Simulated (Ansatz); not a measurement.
# CdTe: stress in a strained cell

CdTe is deformed so: equal xx and yy strain of +3 %. What stress and forces result, by LAPW, PAW and all-electron datasets made for the crystal?

Method: DFT PBEsol, scalar-relativistic, in Ansatz 0.2.0.

**1. The structure to begin with**

The structure is orthorhombic, space group Cmcm (No. 63). Conventional cell: a = 6.131 Å, b = 6.189 Å, c = 6.091 Å, α = 90.00°, β = 90.00°, γ = 90.00°. Around Cd (site symmetry m2m) lie 6 Te at 3.03 to 3.16 Å. Around Te (site symmetry m2m) lie 6 Cd at 3.03 to 3.16 Å.

Coordinates:

```
Cd Te
1.0
     3.06529   -3.09461    0.00000
     3.06529    3.09461    0.00000
     0.00000    0.00000    6.09065
Cd Te
2 2
Cartesian
  3.0653 1.3800 4.5680
  3.0653 -1.3800 1.5227
  3.0653 -1.6472 4.5680
  3.0653 1.6472 1.5227
```

Atoms are numbered in the order of the input: Cd1, Cd2, Te3, Te4.

**2. After the deformation**

Space group Cmcm before, Cmcm after.

**3. Full-potential LAPW**

input.yaml

```yaml
crystal:
  lattice:
    - [3.15724973, -3.18744727, 0.0]
    - [3.15724973, 3.18744727, 0.0]
    - [0.0, 0.0, 6.090652]
  atoms:
    - { symbol: Cd, position: [0.27703, 0.72297, 0.75] }
    - { symbol: Cd, position: [0.72297, 0.27703, 0.25] }
    - { symbol: Te, position: [0.766137, 0.233863, 0.75] }
    - { symbol: Te, position: [0.233863, 0.766137, 0.25] }
kpoints:
  mp_grid: { grid: [9, 9, 6] }
  band_path:
    path:
      - [0.0, 0.0, 0.0]
      - [-0.5, 0.5, 0.0]
      - [-0.4952854913, 0.5047145087, 0.0]
      - [0.4952854913, 0.4952854913, 0.0]
      - [0.0, 0.0, 0.0]
      - [0.0, 0.0, 0.5]
      - [0.4952854913, 0.4952854913, 0.5]
      - [-0.4952854913, 0.5047145087, 0.5]
      - [-0.5, 0.5, 0.5]
    npoints: 5
scf:
  occupations: { method: fermi_dirac, width: 0.05 }
hamiltonian:
  xc: pbesol
  pseudopotentials: { kind: all_electron, lapw: { basis_error: 0.001 } }
output:
  forces: true
  stress: true
  eigenvalues: true
```

Launch:

```sh
$ ansatz run input.yaml --threads 1 --pin off --max-ram 6144MiB --backend cpu --events-out ev --progress --plain --runs-dir out
```

What it wrote, cut to the lines that bear on the results:

```text
LAPW: plane waves up to 7.308 Å⁻¹, error target 1.0e-3 eV per atom; small_component_spin mean_spin; Cd in spheres of 1.550 Å, 20 of its electrons in bands, Dirac shells []; Te in spheres of 1.508 Å, 24 of its electrons in bands, Dirac shells []
[...]
Pseudopotentials: kind: all_electron
Pseudopotential: Cd, LAPW, valence charge 20, Koelling and Harmon's equation, gaussian nucleus
Pseudopotential: Te, LAPW, valence charge 24, Koelling and Harmon's equation, gaussian nucleus
Functional definition: PBEsol
[...]
Crystal: 4 atoms, lattice volume = 122.587 Å³
Basis set: ecut = 203.45824297816125 eV, 815 PW (Γ), exchange–correlation at level 2
Bands: 53, of which v1, the nominal top of the filled ones, is band 44 counted from 1 (43 counted from 0)
Symmetry: 8 space group operations
Space group: Cmcm (ITA 63), of the structure as read, at distance tolerance 5.0e-5 Å
k-points: 100 of 486
[...]
SCF iter   1: F=—  HF=-673943.338913 eV  |F-HF|=—  |Δ(HF+E_count)|=         —  Δρ=2.00e-2  dr2=1.20e0  ethr=1.36e-3  ⟨swp⟩=2.0  Hψ=33492  notcnv=0
[...]
SCF iter   7: F=-673942.793052 eV  HF=-673942.793052 eV  |F-HF|=6.58e-8  |Δ(HF+E_count)|=   1.32e-6  Δρ=6.83e-6  dr2=3.92e-8  ethr=1.06e-9  ⟨swp⟩=3.0  Hψ=16090  notcnv=0
[...]
NSCF: frozen V_eff on 41 k-points
SCF converged after 7 iterations
Free energy (F): -673942.793052 eV
[...]
E sigma→0 (E₀):  -673942.783238 eV
Entropy (-TS):   -0.019628 eV (-4.907 meV/atom)
Fermi energy:    10.241120 eV
[...]
--- Forces (eV/Å), atoms counted from 1 ---
  atom   1  Cd    -0.00000000    -0.01741395     0.00000000
  atom   2  Cd     0.00000000     0.01741395     0.00000000
  atom   3  Te     0.00000000     0.10578895     0.00000000
  atom   4  Te    -0.00000000    -0.10578895     0.00000000
[...]
--- Stress (GPa, compression-positive) ---
       -5.493597       0.000000      -0.000000
        0.000000      -5.327534       0.000000
       -0.000000       0.000000      -4.413757
  P = ⅓ Tr σ = -5.0783 GPa (-50.783 kbar)
--- Band table (eV; the first three rows and the last of 100) ---
[...]
```

It took 51 s on 1 thread of Intel Xeon 6975P-C (Granite Rapids), shared host; peak memory 0.93 GiB.

Read from it: pressure -5.08 GPa; no gap; largest force 0.106 eV/Å.

**4. Frozen-core PAW**

input.yaml

```yaml
crystal:
  lattice:
    - [3.15724973, -3.18744727, 0.0]
    - [3.15724973, 3.18744727, 0.0]
    - [0.0, 0.0, 6.090652]
  atoms:
    - { symbol: Cd, position: [0.27703, 0.72297, 0.75] }
    - { symbol: Cd, position: [0.72297, 0.27703, 0.25] }
    - { symbol: Te, position: [0.766137, 0.233863, 0.75] }
    - { symbol: Te, position: [0.233863, 0.766137, 0.25] }
kpoints:
  mp_grid: { grid: [9, 9, 6] }
scf:
  occupations: { method: fermi_dirac, width: 0.05 }
hamiltonian:
  xc: pbesol
  pseudopotentials: { kind: paw }
output:
  forces: true
  stress: true
  eigenvalues: true
  efg: { contact_densities: true }
```

Launch:

```sh
$ ansatz run input.yaml --threads 1 --pin off --max-ram 6144MiB --backend cpu --events-out ev --progress --plain --runs-dir out
```

What it wrote, cut to the lines that bear on the results:

```text
Cd, Te: output.efg is read without spin–orbit coupling, which moves field gradients at and beside such atoms by some per cent and up to a factor of two; PAW files take it under magnetization.noncollinear and magnetization.spin_orbit
[...]
Pseudopotentials: kind: paw
Pseudopotential: Cd, paw, valence charge 20, recommended cutoff 420 eV (normal)
Pseudopotential: Te, paw, valence charge 16, recommended cutoff 420 eV (normal)
Functional definition: PBEsol
[...]
Crystal: 4 atoms, lattice volume = 122.587 Å³
Basis set: ecut = 420 eV, 2413 PW (Γ), exchange–correlation on 60×60×90 points (8 copies of the dense FFT grid, shifted against one another)
Bands: 44, of which v1, the nominal top of the filled ones, is band 36 counted from 1 (35 counted from 0)
Symmetry: 8 space group operations
Space group: Cmcm (ITA 63), of the structure as read, at distance tolerance 5.0e-5 Å
k-points: 100 of 486
[...]
--- Stress (GPa, compression-positive) ---
       -5.503041       0.000000      -0.000000
        0.000000      -5.336959       0.000000
       -0.000000       0.000000      -4.423444
  P = ⅓ Tr σ = -5.0878 GPa (-50.878 kbar)
--- PAW observables at the nuclei: V_zz in 10²¹ V/m², potentials from the cell's mean, atoms counted from 1 ---
  atom   1  Cd V_zz =    -1.907490   η = 0.1946   by run symmetry: allowed
            electrostatic potential = -7705.570590 V   contact ρ = 1034389.000467 e/Å³
  atom   2  Cd V_zz =    -1.907490   η = 0.1946   by run symmetry: allowed
            electrostatic potential = -7705.570590 V   contact ρ = 1034389.000467 e/Å³
  atom   3  Te V_zz =    +4.914321   η = 0.4084   by run symmetry: allowed
            electrostatic potential = -8647.683071 V   contact ρ = 1466662.237530 e/Å³
  atom   4  Te V_zz =    +4.914321   η = 0.4084   by run symmetry: allowed
            electrostatic potential = -8647.683071 V   contact ρ = 1466662.237530 e/Å³
--- Band table (eV; the first three rows and the last of 100) ---
[...]
```

Run time: 12 s. Hardware: 1 thread of Intel Xeon 6975P-C (Granite Rapids), shared host; peak memory 0.66 GiB.

Read from it: pressure -5.09 GPa; no gap; largest force 0.106 eV/Å; Vzz Cd1 -1.91 (η = 0.19), Te3 4.91 (η = 0.41) (10²¹ V/m²).

**5. All-electron PAW on datasets made for the crystal**

input.yaml, as its differences from that of step 4:

```diff
@@ -16,3 +16,3 @@
   xc: pbesol
-  pseudopotentials: { kind: paw }
+  pseudopotentials: { kind: all_electron, datasets: crystal }
 output:
```

Launch:

```sh
$ ansatz run input.yaml --threads 1 --pin off --max-ram 6144MiB --backend cpu --events-out ev --progress --plain --runs-dir out
```

What it wrote:

```text
hamiltonian.pseudopotentials.datasets: crystal makes datasets for this crystal and solves the spheres of its atoms anew in each pass: cutoff 240.0 eV, the density's 960.0 eV; for an error of 0.50 meV an atom under PBE, 2.0 meV for the cell; an energy difference from a run of another recipe may be off by several times the error for the cell, under r2SCAN by more, where some 0.1 meV an atom stays at smaller errors; Cd in spheres of 1.376 Å, 12 of its electrons in bands; Te in spheres of 1.376 Å, 6 of its electrons in bands, 10 on its site; only band paths and densities of states list, in semicore columns, the levels of the semicore shells that are solved separately: 4d of Te
Cd, Te: output.efg is read without spin–orbit coupling, which moves field gradients at and beside such atoms by some per cent and up to a factor of two; PAW files take it under magnetization.noncollinear and magnetization.spin_orbit
Engine: ansatz 0.2.0
Pseudopotentials: kind: all_electron
Pseudopotential: Cd, paw, valence charge 12, recommended cutoff 240 eV (normal), Koelling and Harmon's equation, gaussian nucleus
Pseudopotential: Te, paw, valence charge 16, recommended cutoff 240 eV (normal), Koelling and Harmon's equation, gaussian nucleus
Functional definition: PBEsol
  exchange = pbesol_x
  correlation = pbesol_c
Crystal: 4 atoms, lattice volume = 122.587 Å³
Basis set: ecut = 240 eV, 1041 PW (Γ), exchange–correlation on 48×48×64 points (8 copies of the dense FFT grid, shifted against one another)
Bands: 22, of which v1, the nominal top of the filled ones, is band 18 counted from 1 (17 counted from 0)
Symmetry: 8 space group operations
Space group: Cmcm (ITA 63), of the structure as read, at distance tolerance 5.0e-5 Å
k-points: 100 of 486
Non-local potential: Cd, projectors of the file, l = 0: 1, l = 1: 1, l = 2: 2
Non-local potential: Te, projectors of the file, l = 0: 1, l = 1: 1
PAW form: soft (Blöchl's): semilocal exchange-correlation on the pseudo side does not see the compensation charge
PAW one-centre angular grid: Cd, 590 points (default); XC on its mesh's 1869 points in the sphere
PAW one-centre angular grid: Te, 110 points (default); XC on its mesh's 1857 points in the sphere
Initial density: superposition of atomic densities (neutral atoms: chi_scale 0, normalization atom)
Initial wavefunctions: pseudopotential atomic-orbital guess
Functional: x = pbesol(κ = 0.804, μ = 0.12345679012345678), c = pbesol(β = 0.046)
iter 1 solved again at ethr=4.90e-3 eV; its pass at ethr=1.00e-1 eV (dr2=1.76e0 eV) is discarded
SCF iter   1: F=—  HF=-673943.383829 eV  |F-HF|=—  |Δ(HF+E_count)|=         —  Δρ=2.38e-2  dr2=1.74e0  ethr=4.90e-3  ⟨swp⟩=4.3  Hψ=11704  notcnv=0
preconditioner: auto → Kerker (q_TF=auto, 2.224 Å⁻¹)  [metal: Δε(μ)=0.127 eV  Ē_g=8.954 eV  σ=0.050 eV  W_gap=0.48  n_scr=20 (ndim 8)  ℏωp=20.1 eV  f_vac=0.000  D(μ)=1.12/eV (n_scr^D=2)]
SCF iter   2: F=—  HF=-673942.962687 eV  |F-HF|=—  |Δ(HF+E_count)|=   4.21e-1  Δρ=1.37e-2  dr2=5.36e-1  ethr=4.82e-3  ⟨swp⟩=2.1  Hψ=4409  notcnv=0
iter 3 solved again at ethr=8.99e-5 eV; its pass at ethr=1.49e-3 eV (dr2=3.24e-2 eV) is discarded
SCF iter   3: F=—  HF=-673942.798165 eV  |F-HF|=—  |Δ(HF+E_count)|=   1.65e-1  Δρ=4.04e-3  dr2=3.34e-2  ethr=8.99e-5  ⟨swp⟩=2.1  Hψ=10066  notcnv=0  defer=3
SCF iter   4: F=—  HF=-673942.790143 eV  |F-HF|=—  |Δ(HF+E_count)|=   8.02e-3  Δρ=1.86e-3  dr2=2.73e-3  ethr=8.99e-5  ⟨swp⟩=3.0  Hψ=5222  notcnv=0  defer=2
SCF iter   5: F=—  HF=-673942.793968 eV  |F-HF|=—  |Δ(HF+E_count)|=   3.82e-3  Δρ=7.93e-4  dr2=5.79e-4  ethr=7.58e-6  ⟨swp⟩=3.0  Hψ=4418  notcnv=0
SCF iter   6: F=—  HF=-673942.794020 eV  |F-HF|=—  |Δ(HF+E_count)|=   5.14e-5  Δρ=3.91e-4  dr2=1.54e-4  ethr=1.61e-6  ⟨swp⟩=2.1  Hψ=4725  notcnv=0
SCF iter   7: F=—  HF=-673942.794013 eV  |F-HF|=—  |Δ(HF+E_count)|=   6.29e-6  Δρ=8.02e-5  dr2=9.26e-6  ethr=4.28e-7  ⟨swp⟩=2.8  Hψ=4214  notcnv=0
SCF iter   8: F=—  HF=-673942.794010 eV  |F-HF|=—  |Δ(HF+E_count)|=   2.90e-6  Δρ=2.78e-5  dr2=1.77e-6  ethr=2.57e-8  ⟨swp⟩=3.1  Hψ=4567  notcnv=0
SCF iter   9: F=-673942.794011 eV  HF=-673942.794010 eV  |F-HF|=4.77e-8  |Δ(HF+E_count)|=   1.17e-7  Δρ=8.10e-6  dr2=9.91e-8  ethr=4.91e-9  ⟨swp⟩=3.0  Hψ=4634  notcnv=0
SCF 1 converged in 9 iterations: F = -673942.794011 eV  dr2 = 9.91e-8
  Residual-converged pass: ⟨swp⟩=4.0  Hψ=6423  notcnv=0  max |occ|·‖R‖ = 6.6e-6 eV (tolerance 6.7e-6 eV)  dr2=9.38e-8  dr2_onsite=4.03e-8  max |Δocc| = 2.3e-9
SCF converged after 9 iterations
Free energy (F): -673942.794011 eV
Harris-Foulkes:  -673942.794011 eV  (|F-HF|=4.77e-8)
Internal energy: -673942.774384 eV  (E = F + TS)
E sigma→0 (E₀):  -673942.784198 eV
Entropy (-TS):   -0.019627 eV (-4.907 meV/atom)
Past the cutoff: the bands carry plane waves up to 1.75 times it, of which those up to 1.5 times it add -0.000307 eV an atom, each by itself; the spheres take 0.000454 eV an atom off the energy for waves past 1.75 times it
By the cutoff:   a pressure is off by up to 0.007 GPa (1.2 times the spheres' own share and the shells' term, over an atom's volume, and 0.004 GPa: a bound that held against runs at twice the plane waves)
Past the cutoffs: a stress includes 0.0011 GPa for waves and charges beyond them, in addition to the slope of what the spheres take
In the spheres:  the bands' charges fall short by 7.4e-6 e at most (sound up to 1e-3), those of shells solved beside the bands by 3.6e-7 e (sound up to 5e-4)
Fermi energy:    10.241163 eV
--- Per-component energies (eV) ---
  The terms above E_closure are by the made datasets' own strengths, without shells solved beside the bands.
--- Forces (eV/Å), atoms counted from 1 ---
  atom   1  Cd    -0.00000000    -0.01740960     0.00000000
  atom   2  Cd     0.00000000     0.01740960     0.00000000
  atom   3  Te     0.00000000     0.10569639     0.00000000
  atom   4  Te    -0.00000000    -0.10569639     0.00000000
  max |Σ_I F_I| component: 1.39e-17 eV/Å
--- Stress (GPa, compression-positive) ---
       -5.495714       0.000000      -0.000000
        0.000000      -5.329711       0.000000
       -0.000000       0.000000      -4.415604
  P = ⅓ Tr σ = -5.0803 GPa (-50.803 kbar)
  It holds what live shells' own plane waves past their cutoff add
--- PAW observables at the nuclei: V_zz in 10²¹ V/m², potentials from the cell's mean, atoms counted from 1 ---
  atom   1  Cd V_zz =    -1.944322   η = 0.1968   by run symmetry: allowed
            electrostatic potential = -7703.609286 V   contact ρ = 1034359.324321 e/Å³
  atom   2  Cd V_zz =    -1.944322   η = 0.1968   by run symmetry: allowed
            electrostatic potential = -7703.609286 V   contact ρ = 1034359.324321 e/Å³
  atom   3  Te V_zz =    +4.866094   η = 0.4118   by run symmetry: allowed
            electrostatic potential = -8645.726340 V   contact ρ = 1466488.138954 e/Å³
  atom   4  Te V_zz =    +4.866094   η = 0.4118   by run symmetry: allowed
            electrostatic potential = -8645.726340 V   contact ρ = 1466488.138954 e/Å³
--- Band table (eV; the first three rows and the last of 100) ---
  k-point 0: bands = ["-0.9313", "-0.1781", "2.1621", "2.1681", "2.1837", "2.1895", "2.1978", "2.2216", "2.2239", "2.2974", "2.2991", "2.8566", "6.5794", "8.3442", "8.3650", "8.9048", "9.7517", "9.9138", "10.0047", "10.2172", "14.4870"]
  k-point 1: bands = ["-0.8599", "-0.1916", "2.1353", "2.1693", "2.1843", "2.1919", "2.2047", "2.2166", "2.2243", "2.2897", "2.2926", "2.6727", "6.6874", "8.4389", "8.4545", "8.8092", "9.3241", "9.7959", "9.8886", "11.4084", "14.5789"]
  k-point 2: bands = ["-0.6695", "-0.2627", "2.0886", "2.1753", "2.1892", "2.1957", "2.2036", "2.2221", "2.2289", "2.2700", "2.2728", "2.3335", "6.9449", "7.9348", "8.7039", "8.7397", "9.4845", "9.5352", "10.5019", "12.6792", "14.8555"]
  k-point 99: bands = ["-0.0803", "-0.0803", "2.0762", "2.0762", "2.2088", "2.2088", "2.2089", "2.2089", "2.3015", "2.3015", "2.6084", "2.6084", "6.6982", "6.6982", "7.5293", "7.5293", "7.8897", "7.8897", "12.6963", "12.6963", "14.9763"]
```

Wall time 16 s (1 thread of Intel Xeon 6975P-C (Granite Rapids), shared host); peak memory 0.86 GiB.

Result: pressure -5.08 GPa; no gap; largest force 0.106 eV/Å; Vzz Cd1 -1.94 (η = 0.20), Te3 4.87 (η = 0.41) (10²¹ V/m²).

**6. Stress and forces compared**

Stress (GPa, compression positive):

```csv
method,xx,yy,zz,yz,xz,xy
LAPW,-5.49,-5.33,-4.41,0.00,0.00,0.00
PAW,-5.50,-5.34,-4.42,0.00,0.00,0.00
crystal datasets,-5.50,-5.33,-4.42,0.00,0.00,0.00
```

Forces (eV/Å):

```csv
atom,LAPW x,LAPW y,LAPW z,PAW x,PAW y,PAW z,crystal datasets x,crystal datasets y,crystal datasets z
Cd1,0.000,-0.017,0.000,0.000,-0.017,0.000,0.000,-0.017,0.000
Cd2,0.000,0.017,0.000,0.000,0.017,0.000,0.000,0.017,0.000
Te3,0.000,0.106,0.000,0.000,0.106,0.000,0.000,0.106,0.000
Te4,0.000,-0.106,0.000,0.000,-0.106,0.000,0.000,-0.106,0.000
```

| method | pressure (GPa) | largest force (eV/Å) | Vzz Cd1 (10²¹ V/m²) | Vzz Te3 (10²¹ V/m²) | SCF cycles, all passes |
| --- | --- | --- | --- | --- | --- |
| LAPW | -5.08 | 0.106 | – | – | 7 |
| PAW | -5.09 | 0.106 | -1.91 | 4.91 | 6 |
| crystal datasets | -5.08 | 0.106 | -1.94 | 4.87 | 9 |

**7. Results**

| quantity | value |
| --- | --- |
| pressure | LAPW -5.08, PAW -5.09, crystal datasets -5.08 GPa |
| largest shear or deviatoric stress (LAPW) | 0.66 GPa |

In words: The largest part of the stress beyond the pressure is 0.66 GPa in size, in the zz component; the atoms are carried along and not relaxed. No run of the undeformed cell stands beside it, so the pressure holds what the given cell had before the change. PAW: stress within 0.01 GPa of LAPW, forces within 1 meV/Å. Crystal datasets: stress within 0.01 GPa of LAPW, forces within 1 meV/Å. Spin-orbit coupling is left out, though the cell holds Te; in elements this heavy it can shift bands and gaps by tenths of an eV.
